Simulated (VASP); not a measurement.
# FeSi (P2_13) in VASP: notebook

Runs on FeSi. Level: LDA. Tasks: equation of state.

All numbers are computed with VASP 6.6.1; they aren't measurements. Logs are shortened: lines on timing, memory, paths and dates and some standing lists are left out, and cuts for length are marked.

## 1. The crystal as given

Symmetry: P2_13, No. 198, cubic system. Conventional cell: a = 4.373 Å, b = 4.373 Å, c = 4.373 Å, α = 90.00°, β = 90.00°, γ = 90.00°. Fe (site symmetry 3) is surrounded by 7 Si at 2.24 to 2.45 Å. Si (site symmetry 3) is surrounded by 7 Fe at 2.24 to 2.45 Å.

## 2. Equation of state, LDA, collinear spin, ferromagnetic start, 10.03 Å³/atom (a relaxed cell with its volume scaled by 0.96)

File INCAR:

```
PREC     = Accurate       # precision mode
ENCUT    = 520            # plane-wave cutoff, eV
EDIFF    = 1E-6           # SCF threshold, eV
ISMEAR   = -1             # smearing method
SIGMA    = 0.05           # smearing width, eV
LREAL    = False          # projectors in reciprocal space
LASPH    = True           # aspherical terms in the spheres
NELM     = 100            # most SCF steps
ALGO     = Normal         # electronic algorithm
ISIF     = 2              # what is computed and relaxed
LWAVE    = False          # write WAVECAR
LCHARG   = False          # write CHGCAR
ISPIN    = 2              # spin polarisation
MAGMOM   = 3 3 3 3 0 0 0 0 # initial moments
LORBIT   = 11             # projections on sites
LMAXMIX  = 4              # l up to which the mixer works
KPAR     = 4
```

File KPOINTS:

```
regular mesh
0
Gamma
  6 6 6
```

File POSCAR:

```
FeSi                                    
1.0
    4.3137824616     -0.0000000000      0.0000000000
   -0.0000000000      4.3137824616     -0.0000000000
   -0.0000000000     -0.0000000000      4.3137824616
  Fe              Si            
     4     4
Direct
     0.8626244448251691    0.6373755551748309    0.3626244448251691
     0.6373755551748309    0.3626244448251691    0.8626244448251691
     0.3626244448251691    0.8626244448251691    0.6373755551748309
     0.1373755551748310    0.1373755551748310    0.1373755551748310
     0.1588890143408622    0.3411109856591378    0.6588890143408626
     0.3411109856591378    0.6588890143408626    0.1588890143408622
     0.6588890143408626    0.1588890143408622    0.3411109856591378
     0.8411109856591374    0.8411109856591374    0.8411109856591374
```

Potentials or basis: VASP PAW LDA potentials, release 64 (Fe, Si).

On the command line:

```bash
cat potpaw_LDA.64/Fe/POTCAR potpaw_LDA.64/Si/POTCAR > POTCAR
mpirun -np 4 vasp_std > vasp.out
```

OUTCAR:

```text
PREC = Accurate
   ENCUT = 520
   EDIFF = 1E-6
   ISMEAR = -1
   LREAL = False
   LASPH = True
   NELM = 100
   ISIF = 2
   ISPIN = 2
   LORBIT = 11

 ion  position               nearest neighbor table
   1  0.863  0.637  0.363-   5 2.21   6 2.25   7 2.25   8 2.25   7 2.42   8 2.42   6 2.42   2 2.65
                             2 2.65   3 2.65   4 2.65   3 2.65   4 2.65
   2  0.637  0.363  0.863-   6 2.21   5 2.25   7 2.25   8 2.25   5 2.42   7 2.42   8 2.42   1 2.65
                             1 2.65   3 2.65   3 2.65   4 2.65   4 2.65
   3  0.363  0.863  0.637-   7 2.21   6 2.25   5 2.25   8 2.25   6 2.42   5 2.42   8 2.42   1 2.65
                             4 2.65   2 2.65   2 2.65   1 2.65   4 2.65
   4  0.137  0.137  0.137-   8 2.21   6 2.25   7 2.25   5 2.25   6 2.42   5 2.42   7 2.42   2 2.65
                             3 2.65   1 2.65   3 2.65   1 2.65   2 2.65
   5  0.159  0.341  0.659-   1 2.21   2 2.25   3 2.25   4 2.25   3 2.42   4 2.42   2 2.42   8 2.67
                             6 2.67   6 2.67   8 2.67   7 2.67   7 2.67
   6  0.341  0.659  0.159-   2 2.21   1 2.25   3 2.25   4 2.25   1 2.42   3 2.42   4 2.42   8 2.67
                             5 2.67   5 2.67   7 2.67   7 2.67   8 2.67
   7  0.659  0.159  0.341-   3 2.21   2 2.25   1 2.25   4 2.25   2 2.42   1 2.42   4 2.42   8 2.67
                             8 2.67   5 2.67   6 2.67   6 2.67   5 2.67
   8  0.841  0.841  0.841-   4 2.21   2 2.25   3 2.25   1 2.25   2 2.42   1 2.42   3 2.42   5 2.67
                             6 2.67   7 2.67   7 2.67   5 2.67   6 2.67

  LATTYP: Found a simple cubic cell.
 ALAT       =     4.3137824616

  Lattice vectors:

 A1 = (   4.3137824616,   0.0000000000,   0.0000000000)
 A2 = (   0.0000000000,   4.3137824616,   0.0000000000)
 A3 = (   0.0000000000,   0.0000000000,   4.3137824616)

Analysis of symmetry for initial positions (statically):
=====================================================================
 Subroutine PRICEL returns:
 Original cell was already a primitive cell.

 Routine SETGRP: Setting up the symmetry group for a
 simple cubic supercell.

 Subroutine GETGRP returns: Found 12 space group operations
 (whereof  3 operations were pure point group operations)
 out of a pool of 48 trial point group operations.

The static configuration has the point symmetry C_3 .
 The point group associated with its full space group is T   .

Analysis of symmetry for dynamics (positions and initial velocities):
=====================================================================
 Subroutine PRICEL returns:
 Original cell was already a primitive cell.

 Routine SETGRP: Setting up the symmetry group for a
 simple cubic supercell.

 Subroutine GETGRP returns: Found 12 space group operations
 (whereof  3 operations were pure point group operations)
 out of a pool of 48 trial point group operations.

The dynamic configuration has the point symmetry C_3 .
 The point group associated with its full space group is T   .

Analysis of structural, dynamic, and magnetic symmetry:
=====================================================================
 Subroutine PRICEL returns:
 Original cell was already a primitive cell.

 Routine SETGRP: Setting up the symmetry group for a
 simple cubic supercell.

 Subroutine GETGRP returns: Found 12 space group operations
 (whereof  3 operations were pure point group operations)
 out of a pool of 48 trial point group operations.

The overall configuration has the point symmetry C_3 .
 The point group associated with its full space group is T   .

 Subroutine INISYM returns: Found 12 space group operations
 (whereof  3 operations are pure point group operations),
 and found     1 'primitive' translations

----------------------------------------------------------------------------------------

                                     Primitive cell

  volume of cell :      80.2740

  direct lattice vectors                    reciprocal lattice vectors
     4.313782462  0.000000000  0.000000000     0.231815120  0.000000000  0.000000000
     0.000000000  4.313782462  0.000000000     0.000000000  0.231815120  0.000000000
     0.000000000  0.000000000  4.313782462     0.000000000  0.000000000  0.231815120

  length of vectors
     4.313782462  4.313782462  4.313782462     0.231815120  0.231815120  0.231815120

  position of ions in fractional coordinates (direct lattice)
     0.862624445  0.637375555  0.362624445
[... 79 lines left out ...]
 SYSTEM =  unknown system
   PREC   = accura    normal or accurate (medium, high low for compatibility)
   ISTART =      0    job   : 0-new  1-cont  2-samecut
   ICHARG =      2    charge: 1-file 2-atom 10-const
   ISPIN  =      2    spin polarized calculation?
   LNONCOLLINEAR =      F non collinear calculations
   LSORBIT =      F    spin-orbit coupling
   LASPH  =      T    aspherical Exc in radial PAW
   ENCUT  =  520.0 eV  38.22 Ry    6.18 a.u.   8.02  8.02  8.02*2*pi/ulx,y,z
   NELM   =    100;   NELMIN=  2; NELMDL= -5     # of ELM steps
   EDIFF  = 0.1E-05   stopping-criterion for ELM
   LREAL  =      F    real-space projection
   EDIFFG = 0.1E-04   stopping-criterion for IOM
   NSW    =      0    number of steps for IOM
   IBRION =     -1    ionic relax: 0-MD 1-quasi-New 2-CG
   NFREE  =      0    steps in history (QN), initial steepest desc. (CG)
   ISIF   =      2    stress and relaxation
   ISYM   =      2    0-nonsym 1-usesym 2-fastsym
   POTIM  = 0.5000    time-step for ionic-motion
   TEBEG  =    0.0;   TEEND  =   0.0 temperature during run
   PSTRESS=    0.0 pullay stress
   NELECT =      48.0000    total number of electrons
   NUPDOWN=      -1.0000    fix difference up-down
   EMIN   =  10.00;   EMAX   =-10.00  energy-range for DOS
   EFERMI =   0.00;   METHOD = LEGACY
   ISMEAR =    -1;   SIGMA  =   0.05  broadening in eV -4-tet -1-fermi 0-gaus
   EFERMI_NEDOS =   21; number of points for ismear=-14 and -15
   IALGO  =     38    algorithm
   IMIX   =      4    mixing-type and parameters
     AMIX     =   0.40;   BMIX     =  1.00
     AMIX_MAG =   1.60;   BMIX_MAG =  1.00
  volume/ion in A,a.u.               =      10.03        67.71
  Fermi-wavevector in a.u.,A,eV,Ry     =   1.379210  2.606329 25.881270  1.902220
  Thomas-Fermi vector in A             =   2.504200
   LORBIT       =     11    0 simple, 1 ext, 2 COOP (PROOUT), +10 PAW based schemes
   GGA     = CA    functional components
   LHFCALC =     F    Hartree Fock is set to
   AEXX    =    0.0000 exact exchange contribution
   IVDW    =     0    specifies the selected vdW correction
   LEPSILON=     F    determine dielectric tensor
   LRPA    =     F    only Hartree local field effects (RPA)
 spin polarized calculation
  energy-cutoff  :      520.00
  volume of cell :       80.27
 maximum number of plane-waves:      2192
   NGX = 17   NGY = 17   NGZ = 17

 number of electron      48.0000005 magnetization      -0.0019471

 number of electron      48.0000005 magnetization       0.0007932

 Free energy of the ion-electron system (eV)
  ---------------------------------------------------
  ext. energy  EPLUGINS =         0.00000000
  ---------------------------------------------------
  free energy    TOTEN  =       -66.44895817 eV

  energy without entropy =      -66.41075952  energy(sigma->0) =      -66.42985885

 E-fermi :  10.9643     XC(G=0): -13.4300

 val. band max:       10.8853710042   @ k =   0.1667   0.1667   0.1667
 cond. band min:      11.0384317774   @ k =   0.3333   0.1667   0.1667
 fundamental gap:      0.1530607732
 Fermi energy:        10.9643029610

 spin component 1

 k-point     1 :       0.0000    0.0000    0.0000
  band No.  band energies     occupation
      1      -3.0062      1.00000
      2       2.6299      1.00000
      3       2.6299      1.00000
      4       2.6299      1.00000
      5       5.4961      1.00000
      6       5.4961      1.00000
[... 901 lines left out ...]
     34      17.5835      0.00000
     35      17.5835      0.00000
 Fermi energy:        10.9643029610

 spin component 2

 k-point     1 :       0.0000    0.0000    0.0000
  band No.  band energies     occupation
      1      -3.0061      1.00000
      2       2.6300      1.00000
      3       2.6300      1.00000
      4       2.6300      1.00000
      5       5.4962      1.00000
      6       5.4962      1.00000
[... 901 lines left out ...]
     34      17.5835      0.00000
     35      17.5835      0.00000

------------------------ aborting loop because EDIFF is reached ----------------------------------------

  FORCE on cell =-STRESS in cart. coord.  units (eV):
  Direction    XX          YY          ZZ          XY          YZ          ZX
  --------------------------------------------------------------------------------------
  -------------------------------------------------------------------------------------
  Total        5.9642848      5.9642848      5.9642848      0.0000000     -0.0000000      0.0000000
  in kB      119.0403603    119.0403603    119.0403603      0.0000000     -0.0000000      0.0000000
  external PRESSURE =     119.0403603 kB  Pullay stress =       0.0000000 kB

 VOLUME and BASIS-vectors are now :
 -----------------------------------------------------------------------------
  energy-cutoff  :      520.00
  volume of cell :       80.27
      direct lattice vectors                 reciprocal lattice vectors
     4.313782462  0.000000000  0.000000000     0.231815120  0.000000000  0.000000000
     0.000000000  4.313782462  0.000000000     0.000000000  0.231815120  0.000000000
     0.000000000  0.000000000  4.313782462     0.000000000  0.000000000  0.231815120

 POSITION                                       TOTAL-FORCE (eV/Angst)
 -----------------------------------------------------------------------------------
      3.72117      2.74950      1.56428        -0.104559      0.104559     -0.104559
      2.74950      1.56428      3.72117         0.104559     -0.104559     -0.104559
      1.56428      3.72117      2.74950        -0.104559     -0.104559      0.104559
      0.59261      0.59261      0.59261         0.104559      0.104559      0.104559
      0.68541      1.47148      2.84230        -0.044798      0.044798     -0.044798
      1.47148      2.84230      0.68541         0.044798     -0.044798     -0.044798
      2.84230      0.68541      1.47148        -0.044798     -0.044798      0.044798
      3.62837      3.62837      3.62837         0.044798      0.044798      0.044798
 -----------------------------------------------------------------------------------
    total drift:                               -0.000000     -0.000000      0.000000

  FREE ENERGIE OF THE ION-ELECTRON SYSTEM (eV)
  ---------------------------------------------------
  free  energy   TOTEN  =       -66.4489581700 eV

  energy  without entropy=      -66.4107595208  energy(sigma->0) =      -66.42985885

 total charge

# of ion       s       p       d       tot
------------------------------------------
    1        0.486   0.744   6.716   7.947
    2        0.486   0.744   6.716   7.947
    3        0.486   0.744   6.716   7.947
    4        0.486   0.744   6.716   7.947
    5        0.747   0.969   0.000   1.717
    6        0.747   0.969   0.000   1.717
    7        0.747   0.969   0.000   1.717
    8        0.747   0.969   0.000   1.717
--------------------------------------------------
tot          4.933   6.854  26.866  38.653

 magnetization (x)

# of ion       s       p       d       tot
------------------------------------------
    1        0.000  -0.000   0.000   0.000
    2        0.000  -0.000   0.000   0.000
    3        0.000  -0.000   0.000   0.000
    4        0.000  -0.000   0.000   0.000
    5       -0.000   0.000   0.000  -0.000
    6       -0.000   0.000   0.000  -0.000
    7       -0.000   0.000   0.000  -0.000
    8       -0.000   0.000   0.000  -0.000
--------------------------------------------------
tot         -0.000  -0.000   0.000   0.000
```

Wall time 20 s (4 MPI ranks of Intel Xeon 6975P-C (Granite Rapids), shared host); peak memory 0.22 GiB.

Results:

```yaml
Free_energy: -66.4490 eV
Pressure: 11.9 GPa
Largest_force: 0.181 eV/Å
Band_gap_on_the_k_mesh: 0.15 eV, indirect (least direct gap 0.16 eV)
Net_moment: 0.00 μB per cell
Valence_electrons_inside_the_program's_atomic_spheres: Fe 7.95; Si 1.72
```

Caveat: the starting moments collapsed, and a magnetic state may lie lower.

## 3. Equation of state, LDA, collinear spin, ferromagnetic start, 10.24 Å³/atom (a relaxed cell with its volume scaled by 0.98)

INCAR is that of step 2.

KPOINTS is that of step 2.

POSCAR, as its differences from that of step 2:

```diff
@@ -2,5 +2,5 @@
 1.0
-    4.3137824616     -0.0000000000      0.0000000000
-   -0.0000000000      4.3137824616     -0.0000000000
-   -0.0000000000     -0.0000000000      4.3137824616
+    4.3435336256     -0.0000000000      0.0000000000
+   -0.0000000000      4.3435336256     -0.0000000000
+   -0.0000000000     -0.0000000000      4.3435336256
   Fe              Si
```

Potentials or basis: VASP PAW LDA potentials, release 64 (Fe, Si).

On the command line:

```bash
cat potpaw_LDA.64/Fe/POTCAR potpaw_LDA.64/Si/POTCAR > POTCAR
mpirun -np 4 vasp_std > vasp.out
```

Run time: 18 s. Hardware: 4 MPI ranks of Intel Xeon 6975P-C (Granite Rapids), shared host; peak memory 0.22 GiB.

Results (log left out):

- Free energy: -66.5403 eV
- Pressure: 5.7 GPa
- Largest force: 0.089 eV/Å
- Band gap on the k mesh: 0.15 eV, indirect (least direct gap 0.16 eV)
- Net moment: 0.00 μB per cell
- Valence electrons inside the program's atomic spheres: Fe 7.88; Si 1.70

Caveat: the starting moments collapsed, and a magnetic state may lie lower.

## 4. Equation of state, LDA, collinear spin, ferromagnetic start, 10.45 Å³/atom

INCAR is that of step 3.

KPOINTS is that of step 3.

POSCAR, as its differences from that of step 3:

```diff
@@ -2,5 +2,5 @@
 1.0
-    4.3435336256     -0.0000000000      0.0000000000
-   -0.0000000000      4.3435336256     -0.0000000000
-   -0.0000000000     -0.0000000000      4.3435336256
+    4.3728827161     -0.0000000000      0.0000000000
+   -0.0000000000      4.3728827161     -0.0000000000
+   -0.0000000000     -0.0000000000      4.3728827161
   Fe              Si
```

On the command line:

```bash
cat potpaw_LDA.64/Fe/POTCAR potpaw_LDA.64/Si/POTCAR > POTCAR
mpirun -np 4 vasp_std > vasp.out
```

Wall time 24 s (4 MPI ranks of Intel Xeon 6975P-C (Granite Rapids), shared host); peak memory 0.24 GiB.

The run converged. Its results:

```
Free energy                                           : -66.5699 eV
Pressure                                              : 0.1 GPa
Largest force                                         : 0.005 eV/Å
Band gap on the k mesh                                : 0.14 eV, indirect (least direct gap 0.16 eV)
Net moment                                            : 0.00 μB per cell
Valence electrons inside the program's atomic spheres : Fe 7.82; Si 1.68
```

Caveat: the starting moments collapsed, and a magnetic state may lie lower.

## 5. Equation of state, LDA, collinear spin, ferromagnetic start, 10.66 Å³/atom (a relaxed cell with its volume scaled by 1.02)

INCAR is that of step 4.

KPOINTS is that of step 4.

POSCAR, as its differences from that of step 4:

```diff
@@ -2,5 +2,5 @@
 1.0
-    4.3728827161     -0.0000000000      0.0000000000
-   -0.0000000000      4.3728827161     -0.0000000000
-   -0.0000000000     -0.0000000000      4.3728827161
+    4.4018430483     -0.0000000000      0.0000000000
+   -0.0000000000      4.4018430483     -0.0000000000
+   -0.0000000000     -0.0000000000      4.4018430483
   Fe              Si
```

On the command line:

```bash
cat potpaw_LDA.64/Fe/POTCAR potpaw_LDA.64/Si/POTCAR > POTCAR
mpirun -np 4 vasp_std > vasp.out
```

Run time: 33 s. Hardware: 4 MPI ranks of Intel Xeon 6975P-C (Granite Rapids), shared host; peak memory 0.25 GiB.

The run converged. Its results:

* Free energy: -66.5440 eV
* Pressure: -5.0 GPa
* Largest force: 0.074 eV/Å
* Band gap on the k mesh: 0.14 eV, indirect (least direct gap 0.15 eV)
* Net moment: 0.00 μB per cell
* Valence electrons inside the program's atomic spheres: Fe 7.76; Si 1.67

Caveat: the starting moments collapsed, and a magnetic state may lie lower.

## 6. Equation of state, LDA, collinear spin, ferromagnetic start, 10.87 Å³/atom (a relaxed cell with its volume scaled by 1.04)

INCAR is that of step 5.

KPOINTS is that of step 5.

POSCAR, as its differences from that of step 5:

```diff
@@ -2,5 +2,5 @@
 1.0
-    4.4018430483     -0.0000000000      0.0000000000
-   -0.0000000000      4.4018430483     -0.0000000000
-   -0.0000000000     -0.0000000000      4.4018430483
+    4.4304272456     -0.0000000000      0.0000000000
+   -0.0000000000      4.4304272456     -0.0000000000
+   -0.0000000000     -0.0000000000      4.4304272456
   Fe              Si
```

Potentials or basis: VASP PAW LDA potentials, release 64 (Fe, Si).

On the command line:

```bash
cat potpaw_LDA.64/Fe/POTCAR potpaw_LDA.64/Si/POTCAR > POTCAR
mpirun -np 4 vasp_std > vasp.out
```

Run time: 29 s. Hardware: 4 MPI ranks of Intel Xeon 6975P-C (Granite Rapids), shared host; peak memory 0.24 GiB.

Results (log left out):

```
Free energy                                           : -66.4684 eV
Pressure                                              : -9.5 GPa
Largest force                                         : 0.147 eV/Å
Band gap on the k mesh                                : 0.13 eV, indirect (least direct gap 0.15 eV)
Net moment                                            : 0.00 μB per cell
Valence electrons inside the program's atomic spheres : Fe 7.71; Si 1.66
```

Caveat: the starting moments collapsed, and a magnetic state may lie lower.

## 7. Equation of state, LDA, collinear spin, ferromagnetic start

This step only gathers the single runs of the series.

Results:

- Equilibrium volume: 10.46 Å³/atom
- Bulk modulus at fixed shape and positions: 265 GPa
- Pressure derivative of the bulk modulus: 4.5 (rough: it moves with the points fitted)

Energy against volume, from the lowest point:
| volume (Å³/atom) | energy (meV/atom) |
| --- | --- |
| 10.034 | 15.11 |
| 10.243 | 3.69 |
| 10.452 | 0.00 |
| 10.661 | 3.24 |
| 10.870 | 12.69 |

Caveat: the cell was scaled at fixed shape and fractional positions, which overstates the stiffness of a crystal with free parameters, most of all of layers and chains.
